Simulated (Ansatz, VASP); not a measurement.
# CsGeBr3 (CsGeBr3 (R3m)): VASP beside Ansatz, part 2 of 2

One calculation is typed for both programs; each brings its own data sets. How far apart do they land? The cell is taken from a series of runs on this material, whose earlier steps may have relaxed, scaled, displaced or heated it; both programs get it as it stands.

VASP 6.6.1 and Ansatz 0.2.0.

So far: Starting point; VASP: relaxation of cell and atoms, r2SCAN.

## Step 3: Ansatz: relaxation of cell and atoms, r2SCAN

Level of this step: Ansatz beside VASP: Kohn-Sham DFT, plane waves, r2SCAN (Ansatz).

Ansatz runs on its default PAW (the set named soft_2) files.

The same cell, functional and mesh now go to Ansatz.

The input, input.yaml:

```yaml
crystal:
  lattice:
    - [3.9692828, 2.2916665, 3.3349688]
    - [-3.9692828, 2.2916665, 3.3349688]
    - [0.0, -4.583333, 3.3349688]
  atoms:
    - { symbol: Cs, position: [0.00130404, 0.00130404, 0.00130404] }
    - { symbol: Ge, position: [0.47708291, 0.47708291, 0.47708291] }
    - { symbol: Br, position: [0.02866813, 0.50547246, 0.50547246] }
    - { symbol: Br, position: [0.50547246, 0.50547246, 0.02866813] }
    - { symbol: Br, position: [0.50547246, 0.02866813, 0.50547246] }
basis:
  ecutwfc: 500
  xc_grid: 2
hamiltonian:
  xc: r2scan
kpoints:
  mp_grid: { grid: [5, 5, 5] }
scf:
  occupations: { method: fixed }
  max_iter: 100
relax:
  f_tol: 0.005
  max_steps: 60
  cell: {}
output:
  forces: true
  stress: true
checkpoint:
  write: "../cell.run"
  compress: false
  write_wavefunctions: false
  write_every: 100000
```

Run with:

```sh
$ ansatz run input.yaml --threads 4 --pin off --max-ram 6594MiB --backend cpu --events-out ev --progress --plain --runs-dir out
```

Numbers of over 12 decimals in the logs are rounded to 6 here.

What it wrote:

```text
Engine: ansatz 0.2.0, aarch64-unknown-linux-gnu
Pseudopotentials: kind: paw
Pseudopotential: Cs, paw, valence charge 9, recommended cutoff 500 eV (meta_gga), Cs.paw.azcp
Pseudopotential: Ge, paw, valence charge 14, recommended cutoff 500 eV (meta_gga), Ge.paw.azcp
Pseudopotential: Br, paw, valence charge 7, recommended cutoff 500 eV (meta_gga), Br.paw.azcp
Functional definition: r2SCAN
  parameter k0 = 0.174
  parameter k1 = 0.065
  parameter a1 = 4.9479
  exchange = r2scan_x(k0 = k0, k1 = k1, a1 = a1)
  correlation = r2scan_c
Crystal: 5 atoms, lattice volume = 182.015 Å³
Basis set: ecut = 500 eV, 4639 PW (Γ), exchange–correlation on 90×90×90 points (8 copies of the dense FFT grid, shifted against one another)
Bands: 27, of which v1, the nominal top of the filled ones, is band 22 counted from 1 (21 counted from 0)
Symmetry: 6 space group operations
Space group: R3m (ITA 160), of the structure as read, at distance tolerance 5.7e-5 Å
k-points: 19 of 125 (time reversal used)
Non-local potential: Cs, projectors of the file, l = 0: 3, l = 1: 2, l = 2: 2, l = 3: 2
Non-local potential: Ge, projectors of the file, l = 0: 2, l = 1: 2, l = 2: 3, l = 3: 1
Non-local potential: Br, projectors of the file, l = 0: 2, l = 1: 2, l = 2: 2
PAW form: soft (Blöchl's): semilocal exchange-correlation on the pseudo side does not see the compensation charge
PAW frozen core: Cs, regenerated for the run's functional (the file was generated under x = pbe(κ = 0.804, μ = 0.219515), c = pbe(β = 0.066725))
PAW frozen core: Ge, regenerated for the run's functional (the file was generated under x = pbe(κ = 0.804, μ = 0.219515), c = pbe(β = 0.066725))
PAW frozen core: Br, regenerated for the run's functional (the file was generated under x = pbe(κ = 0.804, μ = 0.219515), c = pbe(β = 0.066725))
PAW one-centre angular grid: Cs, 302 points (default); XC on 160 Gauss nodes
PAW one-centre angular grid: Ge, 590 points (default); XC on 160 Gauss nodes
PAW one-centre angular grid: Br, 302 points (default); XC on 160 Gauss nodes
Initial density: superposition of atomic densities (neutral atoms: chi_scale 0, normalization atom), corrected by the library's trained network
Initial wavefunctions: pseudopotential atomic-orbital guess
Functional: x = r2scan, c = r2scan; τ floored in thin density (d = 2e-4 eV/Å³)
SCF iter   1: F=—  HF=-18373.605121 eV  |F-HF|=—  |Δ(HF+E_count)|=         —  Δρ=3.27e-3  dr2=2.29e-2  dr2_τ=8.77e-3  ethr=1.77e-3  ⟨swp⟩=5.6  Hψ=2154  notcnv=0  defer=44
preconditioner: auto → Resta (q_TF=auto, 2.153 Å⁻¹)  ε∞=3.0  [insulator: Δε(μ)=2.502 eV  Ē_g=11.044 eV  n_scr=26 (ndim 8)  ℏωp=15.6 eV  f_vac=0.037  ε∞_Penn≈3.0]
SCF iter   2: F=—  HF=-18373.623500 eV  |F-HF|=—  |Δ(HF+E_count)|=   1.84e-2  Δρ=1.40e-3  dr2=4.61e-3  dr2_τ=1.29e-4  ethr=5.21e-5  ⟨swp⟩=2.7  Hψ=1148  notcnv=0  defer=53
SCF iter   3: F=—  HF=-18373.623405 eV  |F-HF|=—  |Δ(HF+E_count)|=   9.42e-5  Δρ=4.74e-4  dr2=2.66e-4  dr2_τ=2.38e-5  ethr=1.05e-5  ⟨swp⟩=3.1  Hψ=846  notcnv=0  defer=36
automatic band count: iteration 3 solves 26 bands in place of 27: the levels show a gap, and the empty bands left out lie too high to hold charge; the band table lists the bands solved (type scf.n_extra_bands for more)
SCF iter   4: F=—  HF=-18373.623421 eV  |F-HF|=—  |Δ(HF+E_count)|=   1.59e-5  Δρ=1.58e-4  dr2=3.16e-5  dr2_τ=2.53e-6  ethr=6.05e-7  ⟨swp⟩=2.0  Hψ=831  notcnv=0  defer=36
SCF iter   5: F=—  HF=-18373.623402 eV  |F-HF|=—  |Δ(HF+E_count)|=   1.90e-5  Δρ=2.87e-5  dr2=1.42e-6  dr2_τ=7.38e-8  ethr=7.17e-8  ⟨swp⟩=2.0  Hψ=835  notcnv=0  defer=23
SCF iter   6: F=-18373.623404 eV  HF=-18373.623404 eV  |F-HF|=2.84e-8  |Δ(HF+E_count)|=   1.35e-6  Δρ=4.75e-6  dr2=4.10e-8  dr2_τ=2.69e-9  ethr=2.27e-10  ⟨swp⟩=4.0  Hψ=2290  notcnv=0
SCF 1 converged in 6 iterations: F = -18373.623404 eV  dr2 = 4.10e-8
  greatest PAW one-centre occupation: 0.998 electrons in one spin orbital (limit 2), on the Ge atom at site 1 (counted from 0), in its partial waves of l = 2
relax step   1: F+E_penalty+E_count = -18373.62340364 eV  Δ(F+E_penalty+E_count) = +0.000e0 eV  max|allowed force component| = 1.682e-2 eV/Å  Δτ_max = 0.0000 Å  P = -0.007 GPa  Ω = 182.015 Å³  (6 SCF iters, dr2 threshold 1.00e-7 eV, accepted)
[...]
relax step   2: F+E_penalty+E_count = -18373.62357566 eV  Δ(F+E_penalty+E_count) = -1.720e-4 eV  max|allowed force component| = 1.288e-2 eV/Å  Δτ_max = 0.0057 Å  P = +0.009 GPa  Ω = 182.122 Å³  energy of the carried Pulay correction = -1.200e-5 eV  (6 SCF iters, dr2 threshold 1.77e-8 eV, accepted)
[...]
relax step   3: F+E_penalty+E_count = -18373.62362361 eV  Δ(F+E_penalty+E_count) = -4.795e-5 eV  max|allowed force component| = 8.035e-3 eV/Å  Δτ_max = 0.0024 Å  P = +0.005 GPa  Ω = 182.289 Å³  energy of the carried Pulay correction = -3.072e-5 eV  (5 SCF iters, dr2 threshold 1.04e-8 eV, accepted)
[...]
relax step   4: F+E_penalty+E_count = -18373.62365175 eV  Δ(F+E_penalty+E_count) = -2.814e-5 eV  max|allowed force component| = 1.671e-3 eV/Å  Δτ_max = 0.0052 Å  P = -0.001 GPa  Ω = 182.600 Å³  energy of the carried Pulay correction = -6.549e-5 eV  (6 SCF iters, dr2 threshold 4.04e-9 eV, accepted)
[...]
relax step   5: F+E_penalty+E_count = -18373.62371308 eV  Δ(F+E_penalty+E_count) = -6.133e-5 eV  max|allowed force component| = 1.679e-3 eV/Å  Δτ_max = 0.0000 Å  P = -0.001 GPa  Ω = 182.600 Å³  stress off target by 3.41e-3 GPa  SCF on the basis re-selected at this cell (its energy is not comparable with the rows above)  (4 SCF iters)
basis re-selected at this cell: Δ(F+E_penalty+E_count) = -6.133e-5 eV, ΔP = +0.000 GPa vs the last step (what re-selecting the basis moved, of the pressure what is left beyond the Pulay correction that the steps carried, after the strain that the cell walked since its last selection, with what the two solves' SCF thresholds leave and, on support functions, any second-order correction that the steps lacked; it is no m [...]
SCF converged after 4 iterations
Free energy (F): -18373.623713 eV
Harris-Foulkes:  -18373.623713 eV  (|F-HF|=1.09e-11)
Internal energy: -18373.623713 eV  (E = F + TS)
E sigma→0 (E₀):  -18373.623713 eV
Fermi energy:    3.211163 eV
--- Per-component energies (eV) ---
  E_band       = -350.084539
  E_kinetic    = 651.998655
  E_local      = -4117.059303  (includes V_loc(G=0)·N_el)
  E_nonlocal   = 653.453064
  E_hartree    = 1673.814727
  E_xc         = -983.362172
  E_vxc        = -548.805482  (∫ρ·V_xc dr)
  E_paw        = -13931.768819  (= ΣΔE_a)
  E_vpaw       = -365.524425  (= ΣTr[D̂ρ^β])
  E_aug_tail   = 0.000016  (compensation charges beyond the density's cutoff)
  E_vtau       = 28.223433  (kinetic-family band-sum trace: ∫τ·v_τ [+ j·A + Jᵃ·Aᵃ] dr)
  E_ewald      = -2319.189412
  E_core_change = -1.510468  (= ΣΔE_core)
  E_smearing   = -0.000000  (= −TS)
  E_closure    = 0.000000  (closes the sum)
  Σ components = -18373.623713   (vs F -18373.623713, Δ=0.00e0)
--- Forces (eV/Å), atoms counted from 1 ---
  atom   1  Cs    -0.00000000    -0.00000000    -0.00048988
  atom   2  Ge     0.00000000     0.00000000     0.00162115
  atom   3  Br    -0.00071481    -0.00041269    -0.00047270
  atom   4  Br    -0.00000000     0.00082539    -0.00047270
  atom   5  Br     0.00071481    -0.00041269    -0.00047270
  max |Σ_I F_I| component: 2.87e-4 eV/Å
--- Stress (GPa, compression-positive) ---
       -0.003408       0.000000       0.000000
        0.000000      -0.003408      -0.000000
       -0.000000       0.000000       0.003316
  P = ⅓ Tr σ = -0.0012 GPa (-0.012 kbar)
--- Relaxed structure (4 steps of the walk, 4 accepted, 1 SCFs on fresh bases) ---
  F+E_penalty+E_count = -18373.62371308 eV   max|allowed force component| = 1.679e-3 eV/Å   (the final SCF, on the basis selected at the relaxed cell)
  cell:  # Å, volume = 182.5995 Å³
    - [3.966256, 2.289919, 3.350793]
    - [-3.966256, 2.289919, 3.350793]
    - [6.208451435552612e-19, -4.579838, 3.350793]
  atoms:
    - { symbol: Cs, position: [0.00157218, 0.00157218, 0.00157218] }
    - { symbol: Ge, position: [0.476755, 0.476755, 0.476755] }
    - { symbol: Br, position: [0.029338, 0.505167, 0.505167] }
    - { symbol: Br, position: [0.505167, 0.505167, 0.029338] }
    - { symbol: Br, position: [0.505167, 0.029338, 0.505167] }
```

## Step 4: Side by side

Known differences besides the potentials themselves: VASP keeps PBE cores, Ansatz makes them for the functional; fixed occupations in Ansatz, narrow Gaussian smearing in VASP; the cutoff is 500 eV in Ansatz and 550 eV in VASP; Ansatz adds a Pulay correction to the stress that steers its cell, VASP none. Total energies have different zeros and are not compared.

The two programs side by side:

```tsv
quantity	Ansatz	VASP	difference
volume (Å³)	182.60	182.32	+0.15 %
edge a after relaxation, in the typed setting (Å)	5.675	5.672	+0.05 %
```

## Step 5: Summary of results

```yaml
difference_in_volume_relaxation_of_cell_and_atoms_r2scan: 0.15 %
```

What this shows: The difference in volume is 0.15 % (relaxation of cell and atoms, r2SCAN), within the 1.2 % picked in this series as the mark of a large difference, as far as the stopping tolerances let one tell. How closely two codes agree says nothing of how well the functional describes the real material.

[Lines on the potential files, build, host, timing and source positions are cut from VASP's logs without a mark.]

[Logs are printed without paths, hosts, clocks, repeated set-up lines and the standing remarks that a program may print on its own settings, such as how far it seeks lower states.]

[Hosts, paths, dates, database ids (printed as entryN), source tags and the programs' standing remarks are cut or masked in the printed files.]
